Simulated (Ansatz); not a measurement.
# SrCl2 (fluorite (111) film, 3 layers): G0W0 under other settings

Aim: change settings of a G0W0 run on SrCl2 (fluorite (111) film, 3 layers) and see what moves.

Program: Ansatz 0.2.0. Level of theory: G0W0 on LDA, plane waves, PAW. Results are calculated unless marked as measured.

## Step 1: The structure

The cell holds 9 atoms: 6 Cl and 3 Sr. Cell: a = 4.933 Å, b = 4.933 Å, c = 42.200 Å, α = 90.0°, β = 90.0°, γ = 120.0°. It derives from SrCl2. Vacuum lies along c.

The structure was relaxed with LDA (ions only). The runs that relaxed it are not among those shown. The default PAW set here is soft_2. Its files were made with PBE. The Coulomb interaction is cut off across the vacuum.

## Step 2: The base run: 3×3×1 mesh, 1058 empty bands, screening to 65 eV

Now the one-shot GW correction: screening in the RPA, then the self-energy of the levels asked for.

File input.yaml:

```yaml
crystal:
  lattice:
    - [4.9332718803, 0.0, 0.0]
    - [-2.4666359402, 4.2723387721, 0.0]
    - [0.0, 0.0, 42.2]
  atoms:
    - { symbol: Cl, position: [0.6666666667, 0.3333333333, 0.5685053322] }
    - { symbol: Sr, position: [0.0, 0.0, 0.5896066622] }
    - { symbol: Cl, position: [0.3333333333, 0.6666666667, 0.612664676] }
    - { symbol: Cl, position: [0.3333333333, 0.6666666667, 0.4785028451] }
    - { symbol: Sr, position: [0.6666666667, 0.3333333333, 0.5] }
    - { symbol: Cl, position: [0.0, 0.0, 0.5214971549] }
    - { symbol: Cl, position: [0.0, 0.0, 0.387335324] }
    - { symbol: Sr, position: [0.3333333333, 0.6666666667, 0.4103933378] }
    - { symbol: Cl, position: [0.6666666667, 0.3333333333, 0.4314946678] }
  periodic: [true, true, false]
kpoints:
  mp_grid: { grid: [3, 3, 1] }
hamiltonian:
  xc: lda
scf:
  occupations: { method: fixed }
  convergence: { dr2_threshold: 1.0e-10 }
gw:
  n_empty_bands: 1058
  ecut_chi: 65.0
  qp_bands: [v3, c3]
  qp_kpoints: band_edges
  screening: { model: contour_deformation }
```

Run with:

```
$ ansatz run input.yaml --threads 4 --pin off --max-ram 17510MiB --backend cpu --events-out ev --progress --plain --runs-dir out
```

Numbers of over 12 decimals in the logs are rounded to 6 here.

The program printed:

```text
Engine: ansatz 0.2.0, aarch64-unknown-linux-gnu
Pseudopotentials: kind: paw
Pseudopotential: Cl, paw, valence charge 7, recommended cutoff 420 eV (normal), Cl.paw.azcp
Pseudopotential: Sr, paw, valence charge 10, recommended cutoff 420 eV (normal), Sr.paw.azcp
Functional definition: SPW92
  exchange = slater_x
  correlation = pw_c
Crystal: 9 atoms, lattice volume = 889.433 Å³
Basis set: ecut = 420 eV, 17391 PW (Γ)
Bands: 45, of which v1, the nominal top of the filled ones, is band 36 counted from 1 (35 counted from 0)
Symmetry: 12 space group operations
Space group: P-3m1 (ITA 164), of the structure as read, at distance tolerance 9.6e-5 Å
k-points: 3 of 9
Non-local potential: Cl, projectors of the file, l = 0: 2, l = 1: 2, l = 2: 2
Non-local potential: Sr, projectors of the file, l = 0: 3, l = 1: 2, l = 2: 2
PAW form: soft (Blöchl's): semilocal exchange-correlation on the pseudo side does not see the compensation charge
PAW frozen core: Cl, regenerated for the run's functional, and the local potential with it (the file was generated under x = pbe(κ = 0.804, μ = 0.219515), c = pbe(β = 0.066725))
PAW frozen core: Sr, regenerated for the run's functional, and the local potential with it (the file was generated under x = pbe(κ = 0.804, μ = 0.219515), c = pbe(β = 0.066725))
PAW one-centre angular grid: Cl, 110 points (default); XC on 64 Gauss nodes
PAW one-centre angular grid: Sr, 110 points (default); XC on 64 Gauss nodes
Initial density: superposition of atomic densities (neutral atoms: chi_scale 0, normalization atom), corrected by the library's trained network
Initial wavefunctions: pseudopotential atomic-orbital guess
Functional: x = slater, c = lda
SCF iter   1: F=—  HF=-16619.402456 eV  |F-HF|=—  |Δ(HF+E_count)|=         —  Δρ=3.27e-3  dr2=9.99e-2  ethr=1.77e-3  ⟨swp⟩=8.0  Hψ=799  notcnv=0  defer=25
preconditioner: auto → Resta (q_TF=auto, 1.794 Å⁻¹)  ε∞=1.5  [insulator: Δε(μ)=5.014 eV  Ē_g=14.026 eV  n_scr=102 (ndim 8)  ℏωp=10.1 eV  f_vac=0.707  ε∞_Penn≈1.5  vacuum switching on, ρ_ref=1.4e-2 e/Å³]
SCF iter   2: F=—  HF=-16619.376133 eV  |F-HF|=—  |Δ(HF+E_count)|=   2.63e-2  Δρ=1.48e-3  dr2=9.47e-3  ethr=1.39e-4  ⟨swp⟩=4.0  Hψ=302  notcnv=0  defer=23
SCF iter   3: F=—  HF=-16619.374444 eV  |F-HF|=—  |Δ(HF+E_count)|=   1.69e-3  Δρ=4.80e-4  dr2=1.32e-3  ethr=1.32e-5  ⟨swp⟩=3.7  Hψ=202  notcnv=0  defer=22
SCF iter   4: F=—  HF=-16619.374335 eV  |F-HF|=—  |Δ(HF+E_count)|=   1.09e-4  Δρ=3.94e-5  dr2=1.39e-5  ethr=1.84e-6  ⟨swp⟩=5.0  Hψ=282  notcnv=0  defer=21
SCF iter   5: F=—  HF=-16619.374334 eV  |F-HF|=—  |Δ(HF+E_count)|=   1.25e-6  Δρ=1.50e-5  dr2=3.76e-6  ethr=1.93e-8  ⟨swp⟩=3.7  Hψ=325  notcnv=0  defer=21
[...]
SCF 1 converged in 9 iterations: F = -16619.374333 eV  dr2 = 7.76e-11
[...]
NSCF: frozen V_eff on 3 k-points
G₀W₀ screening: q 1/3
[... further progress lines ...]
NSCF: frozen V_eff on 1 k-points
SCF converged after 9 iterations
Free energy (F): -16619.374333 eV
Harris-Foulkes:  -16619.374333 eV  (|F-HF|=7.28e-11)
Internal energy: -16619.374333 eV  (E = F + TS)
E sigma→0 (E₀):  -16619.374333 eV
Fermi energy:    -7.280629 eV
--- Per-component energies (eV) ---
  E_band       = -1174.227202
  E_kinetic    = 1703.333984
  E_local      = -155537.206838  (includes V_loc(G=0)·N_el)
  E_nonlocal   = 799.094595
  E_hartree    = 76598.095783
  E_xc         = -1151.577496
  E_vxc        = -1215.951872  (∫ρ·V_xc dr)
  E_paw        = -11542.959497  (= ΣΔE_a)
  E_vpaw       = -119.689519  (= ΣTr[D̂ρ^β])
  E_aug_tail   = 0.000591  (compensation charges beyond the density's cutoff)
  E_ewald      = 72509.819188
  E_core_change = 2.025357  (= ΣΔE_core)
  E_smearing   = -0.000000  (= −TS)
  E_closure    = 0.000000  (closes the sum)
  Σ components = -16619.374333   (vs F -16619.374333, Δ=0.00e0)
--- Band table (eV) ---
  k-point 0: bands = [... 32 lower, -7.5768, -7.5768, -7.4640, -7.4640, -2.1689, -1.7664 (-1.7664°), -1.2361 (-1.2361°), -1.2361 (-1.2361°), ... 5 higher]
  k-point 1: bands = [... 32 lower, -7.5476, -7.5352, -7.3806, -7.2806, -1.6106, -1.1592, -1.0199 (-1.0199°), -0.9063 (-0.9063°), ... 5 higher]
  k-point 2: bands = [... 32 lower, -7.4937, -7.4037, -7.3103, -7.3103, -1.3523, -1.3523, -0.8298, -0.6705, ... 5 higher]
  ° read free of the cell's end (the report's vacuum.weakly_bound_levels)
--- G₀W₀: contour deformation, 5 samples at zero and on the imaginary axis and 1 off it, 9 q-points, 1058 empty bands' worth ---
  eigenvalues of the whole cell's RPA ε∞ on this k-mesh (on a slab, of 1 + 4πα/V) = 1.1823, 1.5463, 1.5463; static W/v taken at q = 0 is 0.708900
  gw.qp_kpoints: band_edges: 3 of 3 stored k-points solved, in 1 pass; an edge of the gap read off the rows below is read off those points alone
    ik  band        ε_KS         Σx   Σc(E_QP)       V_xc       Z   E_QP_lin       E_QP  E_QP is
     0    34     -7.5768   -20.6952     2.5841   -16.5449  0.8004    -9.1743    -9.1430  root
     0    35     -7.4640   -20.9158     2.5941   -16.8193  0.8015    -8.9937    -8.9663  root
     0    36     -7.4640   -20.9158     2.5941   -16.8193  0.8015    -8.9937    -8.9663  root
     0    37     -2.1689    -4.2392    -2.8524    -8.3030  0.8692    -0.9454    -0.9575  root
     0    38     -1.7664    -3.6744    -2.4492    -7.2949  0.8766    -0.5834    -0.5951  root
     0    39     -1.2361    -5.7267    -3.6312   -11.1664  0.8454     0.6056     0.5724  root
     1    34     -7.5352   -20.7188     2.5866   -16.6423  0.8009    -9.0523    -9.0250  root
     1    35     -7.3806   -20.3956     2.6108   -16.1802  0.7983    -9.0202    -8.9852  root
[...]
2    36     -7.3103   -20.6464     2.5910   -16.5220  0.7994    -8.8738    -8.8436  root
     2    37     -1.3523    -5.4981    -3.4108   -10.5146  0.8475     0.2786     0.2535  root
     2    38     -1.3523    -5.4981    -3.4108   -10.5146  0.8475     0.2786     0.2535  root
     2    39     -0.8298    -5.2903    -3.4182   -10.4600  0.8481     0.9554     0.9217  root
```

The job ended after 8.7 min (4 threads of Arm Neoverse V1, shared host; peak memory 10 GiB).

Reading the cycles: dr2 is the Hartree energy of the density residual (eV), the measure of convergence; HF is the Harris–Foulkes estimate of the energy, which meets the free energy F at convergence.

This step gave:

```yaml
bands_summed: 1094
plane_waves_in_the_screening_matrix: 1081
q_points_in_the_mesh: 9
g0w0_gap_on_the_mesh: 7.845 eV
k_of_the_valence_top: 0, 0.3333, 0
k_of_the_conduction_bottom: 0, 0, 0
starting_gap_on_the_mesh: 5.112 eV
z_at_the_valence_top: 0.8004
z_at_the_conduction_bottom: 0.8692
least_direct_g0w0_gap_on_the_computed_points: 8.009 eV
```

The gap on the mesh goes from 5.11 eV to 7.84 eV, a correction of +2.73 eV. Between the two edge states, bare exchange in place of the xc potential would open the gap by 8.18 eV, and correlation takes back 5.45 eV.

## Step 3: Variant: other PAW set

input.yaml: that of step 2 with these lines changed.

```diff
@@ -20,8 +20,8 @@
   xc: lda
+  pseudopotentials: { kind: paw, source: ansatz }
 scf:
   occupations: { method: fixed }
-  convergence: { dr2_threshold: 1.0e-10 }
 gw:
-  n_empty_bands: 1058
-  ecut_chi: 65.0
+  n_empty_bands: 2019
+  ecut_chi: 100
   qp_bands: [v3, c3]
```

The program printed:

```text
[... 2 set-up lines as in the run before ...]
Pseudopotential: Cl, paw, valence charge 7, recommended cutoff 660 eV (normal), Cl.paw.azcp
Pseudopotential: Sr, paw, valence charge 10, recommended cutoff 350 eV (normal), Sr.paw.azcp
[... 3 set-up lines as in the run before ...]
Crystal: 9 atoms, lattice volume = 889.433 Å³
Basis set: ecut = 660 eV, 34335 PW (Γ)
Bands: 45, of which v1, the nominal top of the filled ones, is band 36 counted from 1 (35 counted from 0)
[... 2 set-up lines as in the run before ...]
k-points: 3 of 9
Non-local potential: Cl, projectors of the file, l = 0: 2, l = 1: 2, l = 2: 2, l = 3: 1
Non-local potential: Sr, projectors of the file, l = 0: 2, l = 1: 2, l = 2: 2, l = 3: 1
[... 3 set-up lines as in the run before ...]
PAW one-centre angular grid: Cl, 194 points (default); XC on 64 Gauss nodes
PAW one-centre angular grid: Sr, 194 points (default); XC on 64 Gauss nodes
Initial density: superposition of atomic densities (neutral atoms: chi_scale 0, normalization atom)
[... 2 set-up lines as in the run before ...]
SCF iter   1: F=—  HF=-16621.355215 eV  |F-HF|=—  |Δ(HF+E_count)|=         —  Δρ=1.38e-2  dr2=3.69e0  ethr=3.10e-3  ⟨swp⟩=11.3  Hψ=823  notcnv=0  defer=22
preconditioner: auto → Resta (q_TF=auto, 1.794 Å⁻¹)  ε∞=1.5  [insulator: Δε(μ)=5.873 eV  Ē_g=14.931 eV  n_scr=102 (ndim 8)  ℏωp=10.1 eV  f_vac=0.684  ε∞_Penn≈1.5  vacuum switching on, ρ_ref=1.6e-2 e/Å³]
SCF iter   2: F=—  HF=-16620.178646 eV  |F-HF|=—  |Δ(HF+E_count)|=    1.18e0  Δρ=5.27e-3  dr2=2.60e-1  ethr=3.10e-3  ⟨swp⟩=3.7  Hψ=278  notcnv=0  defer=20
SCF iter   3: F=—  HF=-16620.165075 eV  |F-HF|=—  |Δ(HF+E_count)|=   1.36e-2  Δρ=2.22e-3  dr2=5.60e-2  ethr=3.61e-4  ⟨swp⟩=2.3  Hψ=193  notcnv=0  defer=21
SCF iter   4: F=—  HF=-16620.170389 eV  |F-HF|=—  |Δ(HF+E_count)|=   5.31e-3  Δρ=4.40e-4  dr2=2.33e-3  ethr=7.78e-5  ⟨swp⟩=4.0  Hψ=263  notcnv=0  defer=21
SCF iter   5: F=—  HF=-16620.169812 eV  |F-HF|=—  |Δ(HF+E_count)|=   5.76e-4  Δρ=1.63e-4  dr2=1.58e-4  ethr=3.23e-6  ⟨swp⟩=4.7  Hψ=262  notcnv=0  defer=22
SCF iter   6: F=—  HF=-16620.169822 eV  |F-HF|=—  |Δ(HF+E_count)|=   9.14e-6  Δρ=4.57e-5  dr2=3.58e-5  ethr=2.20e-7  ⟨swp⟩=3.3  Hψ=324  notcnv=0  defer=21
SCF iter   7: F=—  HF=-16620.169815 eV  |F-HF|=—  |Δ(HF+E_count)|=   6.40e-6  Δρ=1.38e-5  dr2=1.51e-6  ethr=4.97e-8  ⟨swp⟩=3.0  Hψ=244  notcnv=0  defer=21
SCF iter   8: F=-16620.169815 eV  HF=-16620.169815 eV  |F-HF|=6.21e-9  |Δ(HF+E_count)|=   4.86e-7  Δρ=3.20e-6  dr2=5.84e-8  ethr=1.39e-10  ⟨swp⟩=73.7  Hψ=1646  notcnv=0
SCF 1 converged in 8 iterations: F = -16620.169815 eV  dr2 = 5.84e-8
[...]
NSCF: frozen V_eff on 3 k-points
```

Wall time 8.5 min (4 threads); peak memory 13 GiB.

Against the base:

| setting | base | variant |
| --- | --- | --- |
| files | default PAW | hard PAW |
| empty bands | 1058 | 2019 |
| screening cutoff (eV) | 65.0 | 100 |

The run was cut off at the time limit after its SCF cycle had converged; no result of it is taken.

## Step 4: What came out

```json
{
  "base": "7.84 eV, 8.7 min",
  "other PAW set": "timeout, 8.5 min"
}
```

In words: Other PAW set: the run ended as timeout. All runs here use a coarse mesh and modest cutoffs; they test settings and are not final values. In a film the band edges may be surface states, so its gap need not approach the bulk's. At these cutoffs the gaps of films stand short of the band limit, often by tenths of an eV, while the trend with thickness is less touched. The mesh in the plane is coarse for a sheet; gap and any exciton binding can still move on denser ones. The many-body steps are scalar-relativistic: spin-orbit coupling is not in them.

[Paths, hosts, dates, memory and timing lines, banners, echoed tables and standing remarks are left out of the program output.]

[Logs are printed without paths, hosts, clocks, repeated set-up lines and the standing remarks that a program may print on its own settings, such as how far it seeks lower states.]

[Runs of the session that timed out or met a known fault of the program may be left out.]

[Cells called generated may have been cut or substituted from an entry of the Crystallography Open Database or the Materials Project.]

[Hosts, paths, dates, database ids (printed as entryN), source tags and the programs' standing remarks are cut or masked in the printed files.]
